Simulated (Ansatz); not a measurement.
# NaI (NiAs type): Wannier functions and tight-binding models

Where do the localised orbitals of NaI (NiAs type) sit, how far are they spread, and how do the settings change that? The runs, in order: PBE, anion s p, 6×6×2; PBE, anion s p, 6×6×4; PBE, anion p, 6×6×2; PBE, cation s and anion p, disentangled, 6×6×2; r2SCAN, anion s p, 6×6×2; r2SCAN, cation s and anion p, disentangled, 6×6×2; r2SCAN, anion p, 6×6×2; HSE06, anion s p, 6×6×2 (level, trial orbitals, Wannier mesh).

Program: Ansatz 0.2.0. Level of theory: plane waves, PAW. These are calculated values, not measurements.

2 further runs of the same task are left out: 2 that didn't finish.

## 1. Starting point

It takes space group P6_3/mmc (No. 194, hexagonal). Conventional cell: a = 4.505 Å, b = 4.505 Å, c = 7.676 Å, α = 90.00°, β = 90.00°, γ = 120.00°. Around Na (site symmetry -3m) lie 6 I at 3.23 Å. I (site symmetry -6m2) has 6 Na at 3.23 Å as nearest neighbours.

Structure file:

```
Na I
1.0
     4.50465    0.00000    0.00000
    -2.25232    3.90114    0.00000
     0.00000    0.00000    7.67570
Na I
2 2
Cartesian
  0.0000 0.0000 0.0000
  0.0000 0.0000 3.8379
  0.0000 2.6008 1.9189
  2.2523 1.3004 5.7568
```

Cell and atoms come from an earlier r2SCAN relaxation. No run includes spin-orbit coupling, which matters for I.

## 2. PBE, anion s p, 6×6×2

File input.yaml:

```yaml
crystal:
  lattice:
    - [4.5046454743, 0.0, 0.0]
    - [-2.2523227371, 3.9011374158, 0.0]
    - [0.0, 0.0, 7.6757023169]
  atoms:
    - { symbol: Na, position: [0.0, 0.0, 0.0] }
    - { symbol: Na, position: [0.0, 0.0, 0.5] }
    - { symbol: I, position: [0.3333333333, 0.6666666667, 0.25] }
    - { symbol: I, position: [0.6666666667, 0.3333333333, 0.75] }
kpoints:
  mp_grid: { grid: [6, 6, 4] }
  band_path:
    path:
      - [[0.0, 0.0, 0.0], [0.5, -2.542117844422e-17, 0.0], [0.3333333333333, 0.3333333333333, 0.0], [0.0, 0.0, 0.0], [0.0, 0.0, 0.5], [0.5, -2.542117844422e-17, 0.5], [0.3333333333333, 0.3333333333333, 0.5], [0.0, 0.0, 0.5]]
      - [[0.5, -2.542117844422e-17, 0.5], [0.5, -2.542117844422e-17, 0.0]]
      - [[0.3333333333333, 0.3333333333333, 0.5], [0.3333333333333, 0.3333333333333, 0.0]]
    npoints: 10
hamiltonian:
  xc: pbe
scf:
  occupations: { method: fixed }
  n_extra_bands: 6
output:
  forces: false
  stress: false
  eigenvalues: true
  wannier:
    kmesh: [6, 6, 2]
    projections: [{ species: I, l: s, shell: 5 }, { species: I, l: p, shell: 5 }]
    minimise: true
    write_hr: true
    conv_tol: 1.0e-08
    max_iter: 3000
```

Command:

```
ansatz run input.yaml --threads 4 --pin off --max-ram 3686MiB --backend cpu --events-out ev --progress --plain --runs-dir out
```

Further steps of the session: PBE, anion s p, 6×6×4; PBE, anion p, 6×6×2; PBE, cation s and anion p, disentangled, 6×6×2; r2SCAN, anion s p, 6×6×2; r2SCAN, cation s and anion p, disentangled, 6×6×2; r2SCAN, anion p, 6×6×2; HSE06, anion s p, 6×6×2.

Q: Predict the results of all the runs planned. Wanted: total spread, PBE, anion s p, 6×6×2; total spread, PBE, anion s p, 6×6×4; total spread, PBE, anion p, 6×6×2; total spread, PBE, cation s and anion p, disentangled, 6×6×2; total spread, r2SCAN, anion s p, 6×6×2; total spread, r2SCAN, cation s and anion p, disentangled, 6×6×2; total spread, r2SCAN, anion p, 6×6×2; total spread, HSE06, anion s p, 6×6×2; centres of the first set.

The runs gave:

| quantity | value |
| --- | --- |
| total spread, PBE, anion s p, 6×6×2 | 13.43 Å² over 8 functions |
| total spread, PBE, anion s p, 6×6×4 | 13.70 Å² over 8 functions |
| total spread, PBE, anion p, 6×6×2 | 13.44 Å² over 6 functions |
| total spread, PBE, cation s and anion p, disentangled, 6×6×2 | 20.06 Å² over 8 functions |
| total spread, r2SCAN, anion s p, 6×6×2 | 13.15 Å² over 8 functions |
| total spread, r2SCAN, cation s and anion p, disentangled, 6×6×2 | 20.37 Å² over 8 functions |
| total spread, r2SCAN, anion p, 6×6×2 | 13.15 Å² over 6 functions |
| total spread, HSE06, anion s p, 6×6×2 | 13.13 Å² over 8 functions |
| centres of the first set | 0.56 to 0.60 Å from the nearest atom |

With PBE, anion s p, 6×6×2 the 8 functions move off the atoms, with a mean spread of 1.68 Å²; 82 % of the total is gauge invariant. On one set and mesh the functional gives 13.43 (PBE), 13.15 (r2SCAN), 13.13 (HSE06) Å². The disentangled models miss some band by up to 1.0 eV, which may lie outside their frozen windows.
